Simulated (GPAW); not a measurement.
# CuO (P6_3mc) in GPAW: single point with PBEsol

Aim: the single point of CuO with PBEsol.

Program: GPAW 26.7.0. These are calculated values, not measurements. Logs are shortened: lines on timing, memory, paths and dates and some standing lists are left out, and cuts for length are marked. The log counts tension as positive stress, the text compression.

## Step 1: Starting point

The structure is hexagonal, space group P6_3mc (No. 186). Conventional cell: a = 3.288 Å, b = 3.288 Å, c = 5.385 Å, α = 90.00°, β = 90.00°, γ = 120.00°. Cu (site symmetry 3m) is surrounded by 4 O at 2.01 to 2.02 Å. Around O (site symmetry 3m) lie 4 Cu at 2.01 to 2.02 Å.

Measurements of this composition are mostly on another form, of space group No. 15.

## Step 2: Single point, PBEsol

File run.py:

```python
from ase.dft.bandgap import bandgap
from ase.io import write
from ase.spacegroup import crystal
from ase.units import GPa
from gpaw import GPAW, PW, setup_paths

setup_paths.insert(0, '.')

# Cu 2b
# O 2b
atoms = crystal(['Cu', 'O'],
                basis=[[0.6666666667, 0.3333333333, 0.0],
                       [0.6666666667, 0.3333333333, 0.6252]],
                spacegroup=186, setting=1,  # P6_3mc
                cellpar=[3.28802443, 3.28802443, 5.38502486, 90.0, 90.0, 120.0],
                primitive_cell=True)

calc = GPAW(mode=PW(650),
            xc='PBEsol',
            kpts={'size': (8, 8, 4), 'gamma': True},
            occupations={'name': 'fermi-dirac', 'width': 0.05},
            nbands=33,
            maxiter=120,
            txt='gpaw.txt')
atoms.calc = calc
energy = atoms.get_potential_energy()
forces = atoms.get_forces()
stress = atoms.get_stress()
calc.write('gs.gpw')
write('result.traj', atoms)
print(f'Energy: {energy:.6f} eV')
print('Forces (eV/A):')
print(forces.round(4))
print('Stress (GPa):', (stress / GPa).round(3))
print('Fermi level:', round(calc.get_fermi_level(), 4), 'eV')
print(f'Gap: {bandgap(calc)[0]:.4f} eV, direct: {bandgap(calc, direct=True)[0]:.4f} eV')
```

Potentials or basis: PAW data sets generated in the run's folder for this functional, pw.

On the command line:

```
$ gpaw-setup -f PBEsol Cu O
$ OMP_NUM_THREADS=1 python run.py
```

gpaw.txt:

```text
__  _  _
 | _ |_)|_||  |
 |__||  | ||/\| - 26.7.0

Input parameters:
  mode=PW(ecut=650.0),
  kpts=MonkhorstPack(size=(8, 8, 4), gamma=True),
  maxiter=120,
  nbands=33,
  occupations=Occupations(name='fermi-dirac', width=0.05),
  xc=XC(name='PBEsol')

Diagonalizing LCAO Hamiltonian
Converting LCAO to pw mode

        Cu O

        O
           Cu

Atoms  # Å, Bohr magnetons
|   | symbol |         x |        y |        z |    initial magnetic moments |
|---|--------|-----------|----------|----------|-----------------------------|
| 0 |     Cu |  1.644012 | 0.949171 | 0.000000 | ( 0.0000,  0.0000,  0.0000) |
| 1 |     Cu | -0.000000 | 1.898342 | 2.692512 | ( 0.0000,  0.0000,  0.0000) |
| 2 |      O |  1.644012 | 0.949171 | 3.366718 | ( 0.0000,  0.0000,  0.0000) |
| 3 |      O | -0.000000 | 1.898342 | 0.674205 | ( 0.0000,  0.0000,  0.0000) |

Unit cell  # Å
| periodic |         x |        y |        z |  lengths |     angles |
|----------|-----------|----------|----------|----------|------------|
|      yes |  3.288024 | 0.000000 | 0.000000 | 3.288024 |  90.000000 |
|      yes | -1.644012 | 2.847513 | 0.000000 | 3.288024 |  90.000000 |
|      yes |  0.000000 | 0.000000 | 5.385025 | 5.385025 | 120.000000 |

Number of symmetries: 6
Symmetry operations  # r_c * U_cc + t_c -> r_c
|   | kind |            matrix            |
|---|------|------------------------------|
| 0 |  σ   |  1, 1, 0,  0,-1, 0,  0, 0, 1 |
| 1 |  E   |  1, 0, 0,  0, 1, 0,  0, 0, 1 |
| 2 |  C3  |  0, 1, 0, -1,-1, 0,  0, 0, 1 |
| 3 |  σ   |  0,-1, 0, -1, 0, 0,  0, 0, 1 |
| 4 |  σ   | -1, 0, 0,  1, 1, 0,  0, 0, 1 |
| 5 |  C3  | -1,-1, 0,  1, 0, 0,  0, 0, 1 |

BZ-sampling:
  Number of BZ points: 256
  Number of IBZ points: 35

  Monkhorst-Pack size: [8, 8, 4]
  Monkhorst-Pack shift: [0.0625, 0.0625, 0.125]

K-points  # in reciprocal-cell coordinates
|     |                                coordinates |     weight |
|-----|--------------------------------------------|------------|
|   0 | (  0.00000000,   0.00000000,   0.00000000) | 0.00390625 |
|   1 | (  0.00000000,   0.00000000,   0.25000000) | 0.00781250 |
|   2 | (  0.00000000,   0.00000000,   0.50000000) | 0.00390625 |
|   3 | (  0.12500000,   0.00000000,  -0.25000000) | 0.02343750 |
|   4 | (  0.12500000,   0.00000000,   0.00000000) | 0.02343750 |
|   5 | (  0.12500000,   0.00000000,   0.25000000) | 0.02343750 |
|   6 | (  0.12500000,   0.00000000,   0.50000000) | 0.02343750 |
|   7 | (  0.25000000,  -0.12500000,   0.00000000) | 0.02343750 |
|   8 | (  0.25000000,  -0.12500000,   0.25000000) | 0.04687500 |
|   9 | (  0.25000000,  -0.12500000,   0.50000000) | 0.02343750 |
| ... |                                            |            |
|  34 | (  0.50000000,   0.50000000,   0.50000000) | 0.01171875 |

Plane wave coefficients: 1926
Cutoff: 650.0 eV

Spin-components: 1 (collinear spins)
Bands:           33
Projectors:      22
Spin-degeneracy: 2
Datatype:        complex128

Parallelization:
  kpt:    1
  domain: 1
  band:   1

Density:
  Valence electrons: 34.0
  Components: 1
  Grid points: [20 20 32]
  Charge: 0.0  # |e|

Potential:
  Grid points: [20 20 32]

species:
  Cu:
    name:    Copper
    Z:       29.0
    valence: 11
    core:    18
    charge:  0.0  # [|e|]
    compensation charges:
      type: gauss
      rc: 0.33  # [Å]
      lmax: 2
    cutoffs:
      filter: 2.06  # [Å]
      core: 2.43  # [Å]
    projectors
    | kind |    occ | energy [eV] | rcut [Å] |
    |------|--------|-------------|----------|
    |   4s |  1.000 |      -4.607 |    1.164 |
    |   4p |  0.000 |      -0.637 |    1.164 |
    |   3d | 10.000 |      -5.060 |    1.058 |
    |    s |        |      22.604 |    1.164 |
    |    p |        |      26.574 |    1.164 |
    |    d |        |      22.151 |    1.058 |

    Using partial waves for Cu as LCAO basis

  O:
    name:    Oxygen
    Z:       8.0
    valence: 6
    core:    2
    charge:  0.0  # [|e|]
    compensation charges:
      type: gauss
      rc: 0.21  # [Å]
      lmax: 2
    cutoffs:
      filter: 1.17  # [Å]
      core: 0.83  # [Å]
    projectors
    | kind |    occ | energy [eV] | rcut [Å] |
    |------|--------|-------------|----------|
    |   2s |  2.000 |     -23.808 |    0.688 |
    |   2p |  4.000 |      -8.972 |    0.598 |
    |    s |        |       3.404 |    0.688 |
    |    p |        |      18.239 |    0.598 |
    |    d |        |       0.000 |    0.619 |

    Using partial waves for O as LCAO basis

Reference energy: -94036.894853  # eV

eigensolver:
  PPCG
  Converge bands: occupied
  niter=2

density mixing:
  MSR1-Mixer
  Pratt-step length: 0.05
  Maximum mixing coefficient: 0.75
  Old densities: 10
  SVD Regularization: 0.005
  Good broyden scale: 1.0
  Trust region scale: 1.0
  Backstep threshold: 4.0
  History deletion threshold: 6.0
  Fourier metric: weight=20.0, sigma=0.015

occupation numbers:
  Fermi-Dirac:
    width: 0.0500  # eV

poisson solver:
  ecut: 5200.0  # eV

xc functional:
  name: PBEsol with 2 nearest neighbor stencil

convergence criteria:
- Maximum [total energy] change in last 3 cyles: 0.0005 eV / valence electron
- Maximum integral of absolute [dens]ity change: 0.0001 electrons / valence electron
- Maximum integral of absolute [eigenst]ate change: 4e-08 eV^2 / valence electron
maximum number of iterations: 120

SCF iterations
|iter     | |      energy | eigst |  dens |
|---------|-|-------------|-------|-------|
|iter:   1| |  -26.465300 | +0.05 |       |
|iter:   2| |  -23.931451 | -1.81 | -0.89 |
|iter:   3| |  -20.691555 | -1.23 | -0.98 |
|iter:   4| |  -20.645866 | -3.57 | -1.57 |
|iter:   5| |  -21.143825 | -2.64 | -1.69 |
|iter:   6| |  -20.605134 | -2.83 | -1.30 |
|iter:   7| |  -20.599542 | -4.12 | -2.14 |
|iter:   8| |  -20.599613c| -5.49 | -2.85 |
|iter:   9| |  -20.599687c| -5.61 | -3.07 |
|iter:  10| |  -20.599633c| -6.02 | -3.37 |
|iter:  11| |  -20.599624c| -7.73c| -4.01c|

Converged in 11 steps
Energy contributions relative to reference atoms: (reference = -94036.894853)

Energy contributions:
  Kinetic:         -16.293955
  Coulomb:           7.178197
  Zero:              0.494783
  External:          0.000000
  Xc:              -11.953083
  Entropy:          -0.051134
  Spinorbit:         0.000000
  ----------------------------
  Free energy:     -20.625192
  Extrapolated:    -20.599624

dipole moment: (0.000008, -0.000005, -12.946846)  # |e|*Ang

Fermi level: 3.578
Eigenvalues  # (at kpt = [0.000, 0.000, 0.000])
| band index |      eig [eV] | occ [0-2] |
|------------|---------------|-----------|
|          0 |       -14.625 |     2.000 |
|        ... |               |           |
|          5 |        -0.758 |     2.000 |
|          6 |        -0.580 |     2.000 |
|          7 |        -0.580 |     2.000 |
|          8 |         1.618 |     2.000 |
|          9 |         1.618 |     2.000 |
|         10 |         1.879 |     2.000 |
[... 8 lines left out ...]
|         19 |         9.131 |     0.000 |
|         20 |        11.188 |     0.000 |
|        ... |               |           |
|         32 |        24.698 |     0.000 |

No gap
No difference between direct/indirect transitions

Forces  # eV/Ang
|        x |        y |        z |
|----------|----------|----------|
|  0.00000 | -0.00000 | -0.07656 |  # Cu   0
| -0.00000 |  0.00000 | -0.07565 |  # Cu   1
|  0.00000 |  0.00000 |  0.07642 |  # O    2
|  0.00000 |  0.00000 |  0.07561 |  # O    3

Stress tensor  # eV/Ang^3
|         x |         y |         z |
|-----------|-----------|-----------|
|  0.098074 | -0.000000 | -0.000000 |
| -0.000000 |  0.098074 |  0.000000 |
| -0.000000 |  0.000000 |  0.091778 |

# Writing to gs.gpw (mode='')
```

Run time: 48 s. Hardware: 1 thread of Intel Xeon Platinum 8259CL at 2.50GHz (Skylake/Cascade Lake), shared host; peak memory 0.2 GiB.

What came out:

| Quantity | Value |
| --- | --- |
| Free energy | -20.6252 eV |
| Pressure | -15.4 GPa |
| Largest force | 0.077 eV/Å |
| Band gap on the k mesh | none (metal or under the smearing width) |

Forces in eV/Å, atoms in the order of the input:
```
Cu   0.000  0.000 -0.077
Cu   0.000  0.000 -0.076
O    0.000  0.000  0.076
O    0.000  0.000  0.076
```

Levels at points of the mesh, in eV from the Fermi level:
```tsv
k point	band 15	band 16	band 17	band 18	band 19	band 20
(0.00, 0.00, 0.00)	0.02	0.63	0.74	0.74	0.85	5.55
(0.00, 0.00, 0.50)	0.37	0.37	0.37	0.37	3.28	3.28
(0.50, 0.50, 0.00)	-1.17	-1.06	-0.18	0.01	5.86	6.73
(0.50, 0.50, 0.50)	-0.48	-0.48	-0.46	-0.46	5.90	5.90
```

Caveat: with this Cu data set, volumes or pressures lay over 1.5 % or 2 GPa off other programs in two to four cells of ten; the cutoff is short for stress and forces, so pressures can be off by a GPa or more; so large a pressure means that the cell lies far from this level's equilibrium, or that cutoff or potentials fall short; the run has no spin polarisation, though such a crystal can be magnetic; semilocal functionals often make such compounds metallic where correlation or magnetic order opens a gap, which also shifts bond lengths. With open d or f shells a metallic result of PBEsol can be an artefact of self-interaction; +U or a hybrid may open a gap.
